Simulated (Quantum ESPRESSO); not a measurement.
# BN (Fmm2) in Quantum ESPRESSO: single point with PBE

Aim: the single point of BN with PBE.

Program: Quantum ESPRESSO 7.5. These are calculated values, not measurements. Logs are shortened: lines on timing, memory, paths and dates and some standing lists are left out, and cuts for length are marked.

**1. Starting point**

It takes space group Fmm2 (No. 42, orthorhombic). The conventional cell has a = 2.503 Å, b = 6.991 Å, c = 4.332 Å, α = 90.00°, β = 90.00°, γ = 90.00°. Around N (site symmetry mm2) lie 3 B at 1.44 Å. B (site symmetry mm2) has 3 N at 1.44 Å as nearest neighbours.

Measurements of this composition are mostly on another form, of space group No. 194.

**2. Single point, PBE**

Contents of pw.in:

```
&CONTROL
  calculation = 'scf'
  prefix = 'pwscf'
  outdir = './tmp'
  pseudo_dir = './pseudo'
  tprnfor = .true.
  tstress = .true.
  disk_io = 'nowf'
/
&SYSTEM
  ibrav = 0
  nat = 2
  ntyp = 2
  ecutwfc = 88
  nbnd = 9
  occupations = 'smearing'
  smearing = 'fd'
  degauss = 0.00367493
/
&ELECTRONS
  conv_thr = 4d-10
  electron_maxstep = 120
  mixing_beta = 0.5
/
ATOMIC_SPECIES
N     14.0070 N_ONCV_PBE-1.2.upf
B     10.8100 B_ONCV_PBE-1.2.upf
CELL_PARAMETERS angstrom
   0.0000000000    3.4953158300    2.1660912400
   1.2516321000    0.0000000000    2.1660912400
   1.2516321000    3.4953158300    0.0000000000
ATOMIC_POSITIONS crystal
N      0.6666513400    0.6666513400    0.3333486600
B      0.0000486500    0.0000486500    0.9999513500
K_POINTS automatic
8 8 8 0 0 0
```

Potentials or basis: SG15 PBE 1.2.

The run is started by

```bash
$ OMP_NUM_THREADS=1 mpirun -n 4 pw.x -nk 4 -in pw.in > pw.out
```

pw.out:

```text
This program is part of the open-source Quantum ESPRESSO suite
     for quantum simulation of materials; please cite
         "P. Giannozzi et al., J. Phys.:Condens. Matter 21 395502 (2009);
         "P. Giannozzi et al., J. Phys.:Condens. Matter 29 465901 (2017);
         "P. Giannozzi et al., J. Chem. Phys. 152 154105 (2020);
     in publications or presentations arising from this work. More details at

     Message from routine setup:
     using ibrav=0 with symmetry is DISCOURAGED, use correct ibrav instead

     K-points division:     npool     =       4
     Subspace diagonalization in iterative solution of the eigenvalue problem:
     a serial algorithm will be used

     G-vector sticks info
     --------------------
     sticks:   dense  smooth     PW     G-vecs:    dense   smooth      PW
     Sum         919     919    309                14277    14277    2725

     Using Slab Decomposition

     bravais-lattice index     =            0
     lattice parameter (alat)  =       7.7707  a.u.
     unit-cell volume          =     127.8988 (a.u.)^3
     number of atoms/cell      =            2
     number of atomic types    =            2
     number of electrons       =         8.00
     number of Kohn-Sham states=            9
     kinetic-energy cutoff     =      88.0000  Ry
     charge density cutoff     =     352.0000  Ry
     scf convergence threshold =      4.0E-10
     mixing beta               =       0.5000
     number of iterations used =            8  plain     mixing
     Exchange-correlation= PBE
                           (   1   4   3   4   0   0   0)

     celldm(1)=   7.770701  celldm(2)=   0.000000  celldm(3)=   0.000000
     celldm(4)=   0.000000  celldm(5)=   0.000000  celldm(6)=   0.000000

     crystal axes: (cart. coord. in units of alat)
               a(1) = (   0.000000   0.850012   0.526763 )
               a(2) = (   0.304379   0.000000   0.526763 )
               a(3) = (   0.304379   0.850012   0.000000 )

     reciprocal axes: (cart. coord. in units 2 pi/alat)
               b(1) = ( -1.642686  0.588227  0.949193 )
               b(2) = (  1.642686 -0.588227  0.949193 )
               b(3) = (  1.642686  0.588227 -0.949193 )

     PseudoPot. # 1 for N  read from file:
     N_ONCV_PBE-1.2.upf
     Pseudo is Norm-conserving, Zval =  5.0
     Generated using ONCVPSP code by D. R. Hamann
     Using radial grid of  602 points,  4 beta functions with:
                l(1) =   0
                l(2) =   0
                l(3) =   1
                l(4) =   1

     PseudoPot. # 2 for B  read from file:
     B_ONCV_PBE-1.2.upf
     Pseudo is Norm-conserving, Zval =  3.0
     Generated using ONCVPSP code by D. R. Hamann
     Using radial grid of  602 points,  4 beta functions with:
                l(1) =   0
                l(2) =   0
                l(3) =   1
                l(4) =   1

     atomic species   valence    mass     pseudopotential
     N                 5.00    14.00700     N ( 1.00)
     B                 3.00    10.81000     B ( 1.00)

      4 Sym. Ops. (no inversion) found

   Cartesian axes

     site n.     atom                  positions (alat units)
         1        N      tau(   1) = (   0.3043795   0.8500121   0.7023348  )
         2        B      tau(   2) = (   0.3043795   0.8500121   0.0000513  )

     number of k points=    95  Fermi-Dirac smearing, width (Ry)=  0.0037
                       cart. coord. in units 2pi/alat
        k(    1) = (   0.0000000   0.0000000   0.0000000), wk =   0.0039062
        k(    2) = (   0.2053358   0.0735284  -0.1186491), wk =   0.0312500
        k(    3) = (   0.4106716   0.1470567  -0.2372983), wk =   0.0312500
        k(    4) = (   0.6160074   0.2205851  -0.3559474), wk =   0.0312500
        k(    5) = (  -0.8213432  -0.2941135   0.4745966), wk =   0.0156250
        k(    6) = (   0.4106716   0.0000000   0.0000000), wk =   0.0078125
[... 87 lines left out ...]
        k(   94) = (   1.2320147  -0.5882269   0.0000000), wk =   0.0078125
        k(   95) = (   0.0000000   0.0000000  -0.9491931), wk =   0.0039062

     Dense  grid:    14277 G-vectors     FFT dimensions: (  48,  30,  45)

     Initial potential from superposition of free atoms

     starting charge       7.9803, renormalised to       8.0000
     Starting wfcs are random

     Self-consistent Calculation

     iteration #  1     ecut=    88.00 Ry     beta= 0.50
     Davidson diagonalization with overlap
     ethr =  1.00E-02,  avg # of iterations =  9.1

     total energy              =     -25.69470258 Ry
     estimated scf accuracy    <       0.34746994 Ry

     iteration #  2     ecut=    88.00 Ry     beta= 0.50
     Davidson diagonalization with overlap
     ethr =  4.34E-03,  avg # of iterations =  1.3

     total energy              =     -25.75798662 Ry
     estimated scf accuracy    <       0.02718065 Ry

     iteration #  3     ecut=    88.00 Ry     beta= 0.50
     Davidson diagonalization with overlap
     ethr =  3.40E-04,  avg # of iterations =  1.9

     total energy              =     -25.76065756 Ry
     estimated scf accuracy    <       0.00365479 Ry

     iteration #  4     ecut=    88.00 Ry     beta= 0.50
     Davidson diagonalization with overlap
     ethr =  4.57E-05,  avg # of iterations =  3.1

     total energy              =     -25.76102520 Ry
     estimated scf accuracy    <       0.00013382 Ry

     iteration #  5     ecut=    88.00 Ry     beta= 0.50
     Davidson diagonalization with overlap
     ethr =  1.67E-06,  avg # of iterations =  3.9

     total energy              =     -25.76104440 Ry
     estimated scf accuracy    <       0.00001347 Ry

     iteration #  6     ecut=    88.00 Ry     beta= 0.50
     Davidson diagonalization with overlap
     ethr =  1.68E-07,  avg # of iterations =  1.1

     total energy              =     -25.76104646 Ry
     estimated scf accuracy    <       0.00000011 Ry

     iteration #  7     ecut=    88.00 Ry     beta= 0.50
     Davidson diagonalization with overlap
     ethr =  1.39E-09,  avg # of iterations =  3.0

     total energy              =     -25.76104655 Ry
     estimated scf accuracy    <       0.00000004 Ry

     iteration #  8     ecut=    88.00 Ry     beta= 0.50
     Davidson diagonalization with overlap
     ethr =  4.89E-10,  avg # of iterations =  1.0

     total energy              =     -25.76104655 Ry
     estimated scf accuracy    <          1.7E-09 Ry

     iteration #  9     ecut=    88.00 Ry     beta= 0.50
     Davidson diagonalization with overlap
     ethr =  2.07E-11,  avg # of iterations =  2.2

     End of self-consistent calculation

          k = 0.0000 0.0000 0.0000 (  1765 PWs)   bands (ev):

   -13.5232  -0.1740   2.8529   2.8598   9.2165  15.8243  15.8831  17.2368
    18.7646

          k = 0.2053 0.0735-0.1186 (  1775 PWs)   bands (ev):

   -13.2144   0.1305   1.6709   2.3060   9.8912  15.7223  16.2087  17.1312
    19.6952

          k = 0.4107 0.1471-0.2373 (  1778 PWs)   bands (ev):

   -12.3335  -0.8915   1.0426   1.2237  11.4375  13.8105  15.5425  20.3037
    21.5928

          k = 0.6160 0.2206-0.3559 (  1777 PWs)   bands (ev):

   -11.0992  -3.4503   0.3528   2.3962  10.4111  13.8027  16.0580  21.5888
    23.7634

          k =-0.8213-0.2941 0.4746 (  1792 PWs)   bands (ev):

   -10.3419  -4.6915   0.0338   3.2954   8.9718  14.2003  17.6608  19.9345
    24.0441

          k = 0.4107 0.0000 0.0000 (  1785 PWs)   bands (ev):

   -12.6367   0.0520   0.9363   1.2502  10.7003  14.3837  16.2073  18.2710
    21.6614

          k = 0.6160 0.0735-0.1186 (  1787 PWs)   bands (ev):

   -11.5650  -2.2451   0.0053   2.1943  11.6129  12.6761  16.5858  20.4162
    21.1575

          k = 0.8213 0.1471-0.2373 (  1787 PWs)   bands (ev):

   -10.4260  -4.1833  -0.6790   3.3977   9.3796  14.7591  17.0042  19.5742
    22.8950

          k =-0.6160-0.3676 0.5932 (  1783 PWs)   bands (ev):

   -10.3904  -4.2003  -0.6862   3.0547   9.4653  15.4415  17.6074  19.7756
    22.6008

          k =-0.4107-0.2941 0.4746 (  1789 PWs)   bands (ev):

   -11.5003  -2.2670  -0.0129   1.5804  11.4495  14.7987  16.5794  19.9890
    22.2349

          k =-0.2053-0.2206 0.3559 (  1783 PWs)   bands (ev):

   -12.5835   0.0063   0.4470   1.2383  11.6617  14.9063  16.1445  18.3089
    21.2709

          k = 0.0000-0.1471 0.2373 (  1781 PWs)   bands (ev):

   -13.1943  -0.0725   1.6590   2.3073  10.3088  15.6582  16.4023  17.1608
    19.5866

          k = 0.8213 0.0000 0.0000 (  1797 PWs)   bands (ev):

   -10.5051  -3.3998  -1.6473   3.5056   9.8492  14.5781  18.0263  18.9288
    20.4865

          k = 1.0267 0.0735-0.1186 (  1787 PWs)   bands (ev):

    -9.8684  -4.0154  -2.3299   3.9475   8.8701  16.5308  17.4162  19.5693
    22.7284
[... 338 lines left out ...]
   -10.3742  -4.2031  -0.7212   2.8507   9.7253  15.4024  18.6576  19.2356
    23.8043

          k =-0.8213-0.1471 0.9492 (  1792 PWs)   bands (ev):

   -10.4344  -3.4086  -1.7261   2.7783  10.1115  16.9068  18.3696  19.1376
    22.5948

          k =-0.6160-0.0735 0.8305 (  1793 PWs)   bands (ev):

    -9.8799  -4.0157  -2.4084   4.0190   9.2193  16.6739  18.3183  18.8447
    22.5879

          k =-0.4107 0.0000 0.7119 (  1791 PWs)   bands (ev):

   -10.5089  -3.4421  -1.6956   3.5717  10.3143  14.5623  18.1924  19.5550
    20.2103

          k = 0.0000 0.0000 0.7119 (  1782 PWs)   bands (ev):

   -11.1373  -3.5281   0.3584   2.8312  11.4746  12.8525  15.6377  20.1927
    24.0876

          k =-0.4107-0.1471 0.9492 (  1797 PWs)   bands (ev):

    -9.8948  -4.0656  -2.3617   4.2346   9.3571  16.5932  17.3942  19.2860
    20.8458

          k =-0.2053-0.0735 0.8305 (  1786 PWs)   bands (ev):

   -10.4459  -4.2674  -0.6867   3.6531  10.2581  14.5020  16.7221  19.1341
    21.2480

          k =-1.6427 0.4412 0.0000 (  1780 PWs)   bands (ev):

   -10.3702  -4.7545   0.0336   3.6339   9.7279  13.9418  17.1167  18.2263
    24.1610

          k =-1.6427 0.0000 0.7119 (  1750 PWs)   bands (ev):

   -13.0321  -1.3826   1.6974   2.2839  13.7059  15.4385  17.0733  17.3355
    19.2202

          k = 0.0000-0.5882 0.0000 (  1756 PWs)   bands (ev):

   -13.3273  -1.8009   2.8365   2.8606  13.8598  15.7797  15.8472  16.2436
    19.9712

          k = 0.4107-0.5882-0.0000 (  1772 PWs)   bands (ev):

   -12.4641  -0.5624   0.0373   1.2240  13.2581  16.0016  17.0997  18.7894
    19.9835

          k = 0.8213-0.5882 0.0000 (  1796 PWs)   bands (ev):

   -10.4222  -3.4085  -1.7392   2.6554  10.2034  17.5068  18.4525  18.7505
    22.9646

          k = 1.2320-0.5882 0.0000 (  1784 PWs)   bands (ev):

    -9.9047  -4.0856  -2.3553   4.3264   9.5298  16.4819  17.7899  18.5027
    20.4363

          k = 0.0000 0.0000-0.9492 (  1792 PWs)   bands (ev):

   -10.3848  -4.7806   0.0393   3.7820  10.1046  13.7896  16.5791  18.0513
    23.7945

     the Fermi energy is     5.6560 ev

!    total energy              =     -25.76104655 Ry
     estimated scf accuracy    <          1.0E-10 Ry
     smearing contrib. (-TS)   =      -0.00000000 Ry
     internal energy E=F+TS    =     -25.76104655 Ry

     The total energy is F=E-TS. E is the sum of the following terms:
     one-electron contribution =     -10.20157100 Ry
     hartree contribution      =       9.04466396 Ry
     xc contribution           =      -7.38459919 Ry
     ewald contribution        =     -17.21954033 Ry

     convergence has been achieved in   9 iterations

     Forces acting on atoms (cartesian axes, Ry/au):

     atom    1 type  1   force =    -0.00000000    0.00000000   -0.00035526
     atom    2 type  2   force =     0.00000000   -0.00000000    0.00035526

     Total force =     0.000502     Total SCF correction =     0.000000

     Computing stress (Cartesian axis) and pressure

          total   stress  (Ry/bohr**3)                   (kbar)     P=       19.12
   0.00013476  -0.00000000  -0.00000000           19.82       -0.00       -0.00
  -0.00000000   0.00011709   0.00000000           -0.00       17.23        0.00
  -0.00000000   0.00000000   0.00013807           -0.00        0.00       20.31

=------------------------------------------------------------------------------=
   JOB DONE.
=------------------------------------------------------------------------------=
```

Wall time 25 s (4 MPI ranks of Intel Xeon at 2.50GHz (Skylake/Cascade Lake), shared host); peak memory 0.28 GiB.

What came out:

| Item | Value |
| --- | --- |
| Free energy | -350.4969 eV |
| Pressure | 1.9 GPa |
| Largest force | 0.009 eV/Å |
| Band gap on the k mesh | 3.86 eV, indirect (least direct gap 4.83 eV) |

Forces on the atoms (eV/Å):
```
N    0.000  0.000 -0.009
B    0.000  0.000  0.009
```

Levels at points of the mesh, in eV from the valence-band top:
```csv
k point,band 1,band 2,band 3,band 4,band 5,band 6,band 7,band 8
"(0.00, 0.00, 0.00)",-17.85,-4.50,-1.47,-1.47,4.89,11.50,11.56,12.91
"(0.00, 0.00, -0.50)",-14.67,-9.02,-4.29,-1.03,4.65,9.87,13.33,15.61
"(0.00, -0.50, -0.50)",-14.61,-8.92,-4.33,-1.47,3.86,9.95,14.48,18.47
"(-0.50, 0.00, -0.50)",-17.65,-6.13,-1.49,-1.47,9.53,11.45,11.52,11.92
"(-0.50, -0.50, 0.00)",-14.71,-9.11,-4.29,-0.54,5.78,9.46,12.25,13.72
```
